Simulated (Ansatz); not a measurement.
The cell is COD entry 1536894, as deposited and not checked against the literature; nothing was relaxed.

A run of Ansatz 0.2.0 printed the following.

```
Cu: projections on atomic orbitals take those of the free atom 1s2 2s2 2p6 3s2 3p6 3d10 4s1, of charge +0.00 (hamiltonian.pseudopotentials.projection_atoms)
N: projections on atomic orbitals take those of the free atom 1s2 2s2 2p3, of charge +0.00 (hamiltonian.pseudopotentials.projection_atoms)
LAPW: plane waves up to 11.194 Å⁻¹, error target 5.0e-4 eV per atom; small_component_spin mean_spin; N in spheres of 0.837 Å, 7 of its electrons in bands, Dirac shells []; Cu in spheres of 1.070 Å, 19 of its electrons in bands, Dirac shells []
Engine: ansatz 0.2.0
Pseudopotentials: kind: all_electron
Pseudopotential: Cu, LAPW, valence charge 19, Koelling and Harmon's equation, gaussian nucleus
Pseudopotential: N, LAPW, valence charge 7, Koelling and Harmon's equation, gaussian nucleus
Functional definition: PBE
  parameter kappa = 0.804
  parameter beta = 0.06672455060314922
  exchange = pbe_x(kappa = kappa, mu = beta*pi^2/3)
  correlation = pbe_c(beta = beta)
Crystal: 4 atoms, lattice volume = 55.481 Å³
Basis set: ecut = 477.40644167565 eV, 1357 PW (Γ), exchange–correlation at level 2
Bands: 39, of which v1, the nominal top of the filled ones, is band 32 counted from 1 (31 counted from 0)
Symmetry: 48 space group operations
Space group: Pm-3m (ITA 221), of the structure as read, at distance tolerance 3.8e-5 Å
k-points: 56 of 1000
Non-local potential: Cu, projectors of the file, none
Non-local potential: N, projectors of the file, none
Initial density: superposition of atomic densities (chi_scale 0.1, normalization cell, long waves kept (reshape's long-wave potential 0.01 eV rms))
Initial wavefunctions: plane waves of lowest kinetic energy (no species holds an atomic orbital)
Functional: x = pbe(κ = 0.804, μ = 0.2195149727645171), c = pbe(β = 0.06672455060314922)
iter 1 solved again at ethr=1.36e-2 eV; its pass at ethr=1.00e-1 eV (dr2=8.74e0 eV) is discarded
SCF iter   1: F=—  HF=-136596.439312 eV  |F-HF|=—  |Δ(HF+E_count)|=         —  Δρ=1.21e-1  dr2=8.75e0  ethr=1.36e-2  ⟨swp⟩=2.0  Hψ=13853  notcnv=0
preconditioner: auto → Kerker (q_TF=auto, 2.794 Å⁻¹)  [metal: Δε(μ)=0.164 eV  Ē_g=8.925 eV  σ=0.080 eV  W_gap=0.47  n_scr=18 (ndim 8)  ℏωp=30.7 eV  f_vac=0.140  D(μ)=0.44/eV (n_scr^D=0)]
SCF iter   2: F=—  HF=-136597.629973 eV  |F-HF|=—  |Δ(HF+E_count)|=    1.19e0  Δρ=5.41e-2  dr2=1.65e0  ethr=1.36e-2  ⟨swp⟩=3.0  Hψ=7023  notcnv=0
preconditioner: auto → Resta (q_TF=auto, 2.794 Å⁻¹)  ε∞=8.2  [insulator: Δε(μ)=1.323 eV  Ē_g=11.477 eV  σ=0.080 eV  W_gap=1.00  n_scr=18 (ndim 8)  ℏωp=30.7 eV  f_vac=0.124  D(μ)=0.00/eV (n_scr^D=0)  ε∞_Penn≈8.2]
SCF iter   3: F=—  HF=-136591.969121 eV  |F-HF|=—  |Δ(HF+E_count)|=    5.66e0  Δρ=2.06e-2  dr2=4.46e-1  ethr=2.58e-3  ⟨swp⟩=3.0  Hψ=7276  notcnv=0
SCF iter   4: F=—  HF=-136591.863591 eV  |F-HF|=—  |Δ(HF+E_count)|=         —  Δρ=1.32e-2  dr2=1.53e-1  ethr=6.98e-4  ⟨swp⟩=2.0  Hψ=6529  notcnv=0
the basis was enlarged: its passes take 1.1 MiB over the memory plan, 1 of 1 planned eigensolver slots
iter 5 solved again at ethr=2.21e-5 eV; its pass at ethr=2.39e-4 eV (dr2=1.42e-2 eV) is discarded
SCF iter   5: F=—  HF=-136591.836909 eV  |F-HF|=—  |Δ(HF+E_count)|=   2.67e-2  Δρ=5.28e-3  dr2=1.42e-2  ethr=2.21e-5  ⟨swp⟩=2.0  Hψ=11058  notcnv=0
SCF iter   6: F=—  HF=-136591.826175 eV  |F-HF|=—  |Δ(HF+E_count)|=   1.07e-2  Δρ=1.81e-3  dr2=1.85e-3  ethr=2.21e-5  ⟨swp⟩=2.0  Hψ=6196  notcnv=0
SCF iter   7: F=—  HF=-136591.825257 eV  |F-HF|=—  |Δ(HF+E_count)|=   9.18e-4  Δρ=3.05e-4  dr2=1.37e-4  ethr=2.90e-6  ⟨swp⟩=2.2  Hψ=6231  notcnv=0
SCF iter   8: F=—  HF=-136591.825280 eV  |F-HF|=—  |Δ(HF+E_count)|=   2.31e-5  Δρ=1.55e-4  dr2=2.06e-5  ethr=2.14e-7  ⟨swp⟩=3.0  Hψ=6339  notcnv=0
SCF iter   9: F=—  HF=-136591.825285 eV  |F-HF|=—  |Δ(HF+E_count)|=   4.49e-6  Δρ=5.92e-5  dr2=2.93e-6  ethr=3.22e-8  ⟨swp⟩=3.0  Hψ=6267  notcnv=0
SCF iter  10: F=—  HF=-136591.825286 eV  |F-HF|=—  |Δ(HF+E_count)|=   1.07e-6  Δρ=2.80e-5  dr2=4.23e-7  ethr=4.58e-9  ⟨swp⟩=3.0  Hψ=6504  notcnv=0
SCF iter  11: F=-136591.825286 eV  HF=-136591.825286 eV  |F-HF|=1.43e-9  |Δ(HF+E_count)|=   1.95e-8  Δρ=4.28e-6  dr2=1.20e-8  ethr=6.61e-10  ⟨swp⟩=3.0  Hψ=6395  notcnv=0
SCF 1 converged in 11 iterations: F = -136591.825286 eV  dr2 = 1.20e-8
NSCF: frozen V_eff on 57 k-points
SCF converged after 11 iterations
Free energy (F): -136591.825286 eV
Harris-Foulkes:  -136591.825286 eV  (|F-HF|=1.43e-9)
Internal energy: -136591.822186 eV  (E = F + TS)
E sigma→0 (E₀):  -136591.823736 eV
Entropy (-TS):   -0.003100 eV (-0.775 meV/atom)
Fermi energy:    11.235913 eV
--- Per-component energies (eV) ---
  E_band       = -2128.181900
  E_kinetic    = 138910.878174
  E_xc         = -5708.260916
  E_electrostatic = -269794.439444  (all electrons and nuclei)
  E_smearing   = -0.003100  (= −TS)
  E_closure    = 0.000000  (closes the sum)
  E_atoms      = -136573.339885  (free atoms, spherical and without spin; not in F)
  Σ components = -136591.825286   (vs F -136591.825286, Δ=0.00e0)
  Basis errors (estimates in eV, not in F): energy 2.2e-4 per atom: plane waves 2.0e-4 (1.2e-4 summed), levels above the bands 2.5e-51, relativity 2.1e-8, radial functions 2.1e-5, core shells 7.0e-9; eigenvalues (radial functions only) 8.4e-7; not estimated: angular momenta, meshes, grids; target (lapw.basis_error) 5.0e-4; muffin-tin radii N 0.837 Å, Cu 1.070 Å
--- Forces (eV/Å), atoms counted from 1 ---
  atom   1  Cu    -0.00000000     0.00000000     0.00000000
  atom   2  Cu    -0.00000000     0.00000000     0.00000000
  atom   3  Cu    -0.00000000    -0.00000000     0.00000000
  atom   4  N      0.00000000    -0.00000000    -0.00000000
  max |Σ_I F_I| component: 3.55e-30 eV/Å
--- Stress (GPa, compression-positive) ---
        1.143732      -0.000000       0.000000
       -0.000000       1.143732       0.000000
        0.000000       0.000000       1.143732
  P = ⅓ Tr σ = 1.1437 GPa (11.437 kbar)
--- Band table (eV; the first three rows and the last of 56) ---
  k-point 0: bands = ["-366.7221", "-101.4770", "-101.4704", "-101.4704", "-59.0411", "-59.0411", "-59.0411", "-58.7739", "-58.7739", "-58.7739", "-58.7704", "-58.7704", "-58.7704", "-5.7834", "5.8340", "6.2853", "6.2853", "6.2853", "7.2380", "7.2380", "7.2380", "7.6447", "7.6447", "8.5763", "8.5763", "8.7576", "8.7576", "8.7576", "9.2937", "9.2937", "9.2937", "9.3276", "12.1060", "16.3487", "16.3487", "17.6659", "17.6659", "17.6659", "23.2969"]
  k-point 1: bands = ["-366.7221", "-101.4769", "-101.4706", "-101.4704", "-59.0410", "-59.0410", "-59.0409", "-58.7740", "-58.7738", "-58.7738", "-58.7705", "-58.7705", "-58.7704", "-5.7464", "5.6768", "6.1458", "6.1741", "6.1741", "7.2485", "7.3481", "7.3481", "7.6532", "7.6872", "8.5772", "8.7295", "8.7467", "8.7587", "8.7587", "9.2938", "9.3028", "9.3211", "9.3211", "12.2222", "15.8319", "16.4087", "17.7146", "17.7146", "18.2540", "22.6860"]
  k-point 2: bands = ["-366.7221", "-101.4765", "-101.4710", "-101.4704", "-59.0408", "-59.0408", "-59.0406", "-58.7745", "-58.7737", "-58.7737", "-58.7709", "-58.7709", "-58.7705", "-5.6464", "5.0014", "5.9574", "5.9574", "6.2810", "7.2770", "7.5540", "7.5540", "7.6596", "7.8071", "8.5792", "8.7171", "8.7617", "8.7617", "8.8998", "9.2301", "9.2939", "9.4035", "9.4035", "12.4820", "15.1022", "16.5941", "17.8484", "17.8484", "19.3082", "21.4642"]
  k-point 55: bands = ["-366.7221", "-101.4726", "-101.4726", "-101.4726", "-59.0771", "-59.0209", "-59.0209", "-58.7891", "-58.7891", "-58.7891", "-58.7570", "-58.7570", "-58.7570", "-4.4758", "3.3129", "3.3129", "3.3129", "7.4920", "8.1142", "8.1142", "8.1142", "8.1342", "8.1342", "8.1342", "8.9488", "8.9488", "9.2488", "9.2488", "9.2488", "11.1016", "11.1016", "11.1016", "11.8848", "11.8848", "11.8848", "17.2391", "19.0830", "19.0830", "19.0830"]
--- Löwdin populations: 4 sites ---
  site symbol       q [e]
     0     Cu     28.4780
     1     Cu     28.4780
     2     Cu     28.4780
     3      N      8.2395
  spilling = 0.003474 (of n_electrons = 94.000000)
```

The cell and starting positions:

```
CELL_PARAMETERS angstrom
3.81400 0.00000 0.00000
0.00000 3.81400 0.00000
0.00000 0.00000 3.81400
ATOMIC_POSITIONS crystal
Cu 0.50000 0.00000 0.00000
Cu 0.00000 0.50000 0.00000
Cu 0.00000 0.00000 0.50000
N 0.00000 0.00000 0.00000
```

Parts of the input that the log doesn't repeat:

```yaml
  band_path:
    path:
      - [0.0, 0.0, 0.0]
      - [0.0, 0.5, 0.0]
      - [0.5, 0.5, 0.0]
      - [0.0, 0.0, 0.0]
      - [0.5, 0.5, 0.5]
      - [0.0, 0.5, 0.0]
      - [0.5, 0.5, 0.5]
      - [0.5, 0.5, 0.0]
    npoints: 8
output:
  forces: true
  stress: true
  eigenvalues: true
  fatbands: true
  populations: true
  dos: { projected: true, de: 0.2, e_range: [-14, 8] }
```

Question: Write the input that produced this log.

Answer: 
```yaml
crystal:
  lattice:
    - [3.814, 0.0, 0.0]
    - [0.0, 3.814, 0.0]
    - [0.0, 0.0, 3.814]
  atoms:
    - { symbol: Cu, position: [0.5, 0.0, 0.0] }
    - { symbol: Cu, position: [0.0, 0.5, 0.0] }
    - { symbol: Cu, position: [0.0, 0.0, 0.5] }
    - { symbol: "N", position: [0.0, 0.0, 0.0] }
kpoints:
  mp_grid: { grid: [10, 10, 10] }
  band_path:
    path:
      - [0.0, 0.0, 0.0]
      - [0.0, 0.5, 0.0]
      - [0.5, 0.5, 0.0]
      - [0.0, 0.0, 0.0]
      - [0.5, 0.5, 0.5]
      - [0.0, 0.5, 0.0]
      - [0.5, 0.5, 0.5]
      - [0.5, 0.5, 0.0]
    npoints: 8
scf:
  occupations: { method: fermi_dirac, width: 0.08 }
hamiltonian:
  xc: pbe
  pseudopotentials: { kind: all_electron, lapw: { basis_error: 0.0005 } }
output:
  forces: true
  stress: true
  eigenvalues: true
  fatbands: true
  populations: true
  dos: { projected: true, de: 0.2, e_range: [-14, 8] }
```
This is the input that was run; digits and keys that the log doesn't show could differ in an equivalent one.
